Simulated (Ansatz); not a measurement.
# MoS2: the cost of one run

Program: Ansatz 0.2.0. Level of theory: DFT PBE, scalar-relativistic, plane waves, PAW. These are calculated values, not measurements.

## Step 1: The structure to begin with

It takes space group R3m (No. 160, trigonal). Conventional cell: a = 3.160 Å, b = 3.160 Å, c = 18.450 Å, α = 90.00°, β = 90.00°, γ = 120.00°. Mo (site symmetry 3m) has 6 S at 2.39 Å as nearest neighbours. S (site symmetry 3m) is surrounded by 3 Mo at 2.39 Å.

Structure file:

```xyz
48
Lattice="6.3200 0.0000 0.0000 0.0000 10.9466 0.0000 -1.5800 -0.9122 12.3000" Properties=species:S:1:pos:R:3 pbc="T T T"
Mo    0.0000    0.0000    0.0000
Mo    3.1600    0.0000    0.0000
Mo    1.5800    2.7366    0.0000
Mo    1.5800    0.9122    6.1500
Mo    4.7400    2.7366    0.0000
Mo    4.7400    0.9122    6.1500
Mo    3.1600    5.4733    0.0000
Mo    3.1600    3.6489    6.1500
Mo    0.0000    5.4733    0.0000
Mo    0.0000    3.6489    6.1500
Mo    4.7400    8.2099    0.0000
Mo    4.7400    6.3855    6.1500
Mo    1.5800    8.2099    0.0000
Mo    1.5800    6.3855    6.1500
Mo    0.0000    9.1221    6.1500
Mo    3.1600    9.1221    6.1500
S     0.0000    0.0000    4.6125
S     3.1600    0.0000    4.6125
S     1.5800    2.7366    4.6125
S     1.5800    0.9122   10.7625
S     4.7400    2.7366    4.6125
S     4.7400    0.9122   10.7625
S     3.1600    5.4733    4.6125
S     3.1600    3.6489   10.7625
S     0.0000    5.4733    4.6125
S     0.0000    3.6489   10.7625
S     4.7400    8.2099    4.6125
S     4.7400    6.3855   10.7625
S     1.5800    8.2099    4.6125
S     1.5800    6.3855   10.7625
S     0.0000    9.1221   10.7625
S     3.1600    9.1221   10.7625
S     0.0000    0.0000    7.6936
S     3.1600    0.0000    7.6936
S     1.5800    2.7366    7.6936
S     3.1600    1.8244    1.5437
S     4.7400    2.7366    7.6937
S     0.0000    1.8244    1.5437
S     3.1600    5.4733    7.6937
S     4.7400    4.5611    1.5437
S     0.0000    5.4733    7.6937
S     1.5800    4.5611    1.5436
S     4.7400    8.2099    7.6937
S     0.0000    7.2977    1.5436
S     1.5800    8.2099    7.6936
S     3.1600    7.2977    1.5436
S     1.5800   10.0343    1.5436
S     4.7400   10.0343    1.5436
```

The runs take a perfect supercell of 48 atoms; the defect goes to fractional position (0.094, 0.031, 0.375).

## Step 2: The perfect supercell

The input, input.yaml:

```yaml
crystal:
  lattice:
    - [6.32, -1.0e-06, 0.0]
    - [0.0, 10.94656, 0.0]
    - [-1.58, -0.912213, 12.3]
  atoms:
    - { symbol: Mo, position: [0.0, 0.0, 0.0] }
    - { symbol: Mo, position: [0.5, 0.0, 0.0] }
    - { symbol: Mo, position: [0.25, 0.25, 0.0] }
    - { symbol: Mo, position: [0.375, 0.125, 0.5] }
    - { symbol: Mo, position: [0.75, 0.25, 0.0] }
    - { symbol: Mo, position: [0.875, 0.125, 0.5] }
    - { symbol: Mo, position: [0.5, 0.5, 0.0] }
    - { symbol: Mo, position: [0.625, 0.375, 0.5] }
    - { symbol: Mo, position: [0.0, 0.5, 0.0] }
    - { symbol: Mo, position: [0.125, 0.375, 0.5] }
    - { symbol: Mo, position: [0.75, 0.75, 0.0] }
    - { symbol: Mo, position: [0.875, 0.625, 0.5] }
    - { symbol: Mo, position: [0.25, 0.75, 0.0] }
    - { symbol: Mo, position: [0.375, 0.625, 0.5] }
    - { symbol: Mo, position: [0.125, 0.875, 0.5] }
    - { symbol: Mo, position: [0.625, 0.875, 0.5] }
    - { symbol: S, position: [0.09375, 0.03125, 0.375] }
    - { symbol: S, position: [0.59375, 0.03125, 0.375] }
    - { symbol: S, position: [0.34375, 0.28125, 0.375] }
    - { symbol: S, position: [0.46875, 0.15625, 0.875] }
    - { symbol: S, position: [0.84375, 0.28125, 0.375] }
    - { symbol: S, position: [0.96875, 0.15625, 0.875] }
    - { symbol: S, position: [0.59375, 0.53125, 0.375] }
    - { symbol: S, position: [0.71875, 0.40625, 0.875] }
    - { symbol: S, position: [0.09375, 0.53125, 0.375] }
    - { symbol: S, position: [0.21875, 0.40625, 0.875] }
    - { symbol: S, position: [0.84375, 0.78125, 0.375] }
    - { symbol: S, position: [0.96875, 0.65625, 0.875] }
    - { symbol: S, position: [0.34375, 0.78125, 0.375] }
    - { symbol: S, position: [0.46875, 0.65625, 0.875] }
    - { symbol: S, position: [0.21875, 0.90625, 0.875] }
    - { symbol: S, position: [0.71875, 0.90625, 0.875] }
    - { symbol: S, position: [0.156375, 0.052125, 0.6255] }
    - { symbol: S, position: [0.656375, 0.052125, 0.6255] }
    - { symbol: S, position: [0.406375, 0.302125, 0.6255] }
    - { symbol: S, position: [0.531375, 0.177125, 0.1255] }
    - { symbol: S, position: [0.906375, 0.302125, 0.6255] }
    - { symbol: S, position: [0.031375, 0.177125, 0.1255] }
    - { symbol: S, position: [0.656375, 0.552125, 0.6255] }
    - { symbol: S, position: [0.781375, 0.427125, 0.1255] }
    - { symbol: S, position: [0.156375, 0.552125, 0.6255] }
    - { symbol: S, position: [0.281375, 0.427125, 0.1255] }
    - { symbol: S, position: [0.906375, 0.802125, 0.6255] }
    - { symbol: S, position: [0.031375, 0.677125, 0.1255] }
    - { symbol: S, position: [0.406375, 0.802125, 0.6255] }
    - { symbol: S, position: [0.531375, 0.677125, 0.1255] }
    - { symbol: S, position: [0.281375, 0.927125, 0.1255] }
    - { symbol: S, position: [0.781375, 0.927125, 0.1255] }
basis:
  ecutwfc: 420
  fft_grid_basis: typed
kpoints:
  mp_grid: { grid: [2, 1, 1] }
hamiltonian:
  xc: pbe
  pseudopotentials: { kind: paw }
scf:
  occupations: { method: gaussian, width: 0.05 }
output:
  forces: true
  stress: false
  eigenvalues: true
  bader: false
  write_density: true
  volumetric_format: npy
```

Command:

```
$ ansatz run input.yaml --threads 4 --pin off --max-ram 10240MiB --backend cpu --events-out ev --progress --plain --runs-dir out
```

What time and memory should one allow on 4 threads of Arm Neoverse N1, shared host?

About 13 s, with a peak of 2.2 GiB.
